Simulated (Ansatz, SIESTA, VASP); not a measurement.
## C: 3 runs at one level of theory

The starting cell:

```
C
1.0
     0.00000    1.78337    1.78337
     1.78337    0.00000    1.78337
     1.78337    1.78337    0.00000
C
2
Direct
  0.75000 0.75000 0.75000
  0.50000 0.50000 0.50000
```

Alike in all runs: task relaxation of cell and atoms; functional LDA; k mesh 13 × 13 × 13; occupations fermi-dirac, width 0.05 eV; no spin polarisation; no spin-orbit coupling. LDA stands for any of its common fits.

```tsv
program and potentials	plane-wave cutoff (eV)	notes	equilibrium volume (Å³/atom)
VASP, LDA PAW files C, 600 eV	600	-	5.52
SIESTA, files PseudoDojo sr-lda-0.4.1-standard, DZP (energy shift 0.002 Ry)	-	atomic basis	5.63
Ansatz, all-electron LAPW, scalar-relativistic	-	-	5.51
```

The equilibrium volume spans 5.51 (Ansatz, all-electron LAPW, scalar-relativistic) to 5.63 Å³/atom (SIESTA, files PseudoDojo sr-lda-0.4.1-standard, DZP (energy shift 0.002 Ry)), with all-electron results at 5.51. Relaxations stop with a little pressure left, so the last digit of a volume isn't settled. Rows in atomic bases carry the error of their basis and grid, which can be large.

Differences between rows come from potentials, basis sets and numerical settings, since the functional is the same but for its coding. Runs on potential files found faulty are left out.
